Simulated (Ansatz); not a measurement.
A run of Ansatz 0.2.0 is set up as follows.

The input input.yaml:

```yaml
crystal:
  lattice:
    - [2.95, 0.0, 0.0]
    - [-1.475, 2.5547749412, 0.0]
    - [0.0, 0.0, 4.68]
  atoms:
    - { symbol: Ti, position: [0.6666666667, 0.3333333333, 0.75] }
    - { symbol: Ti, position: [0.3333333333, 0.6666666667, 0.25] }
kpoints:
  mp_grid: { grid: [10, 10, 6] }
scf:
  occupations: { method: gaussian, width: 0.028 }
hamiltonian:
  xc: pbe
  pseudopotentials: { kind: all_electron, lapw: { basis_error: 0.001 } }
output:
  forces: true
  stress: true
  eigenvalues: true
```

Potentials or basis: all-electron LAPW, scalar-relativistic.

Launch:

```console
$ ansatz run input.yaml --threads 1 --pin off --max-ram 3072MiB --backend cpu --events-out ev --progress --plain --runs-dir out
```

(1) Predict the pressure.

(2) Estimate the band gap on the k mesh.

Answers

(1) -1.4 GPa.

(2) none (metal or under the smearing width).
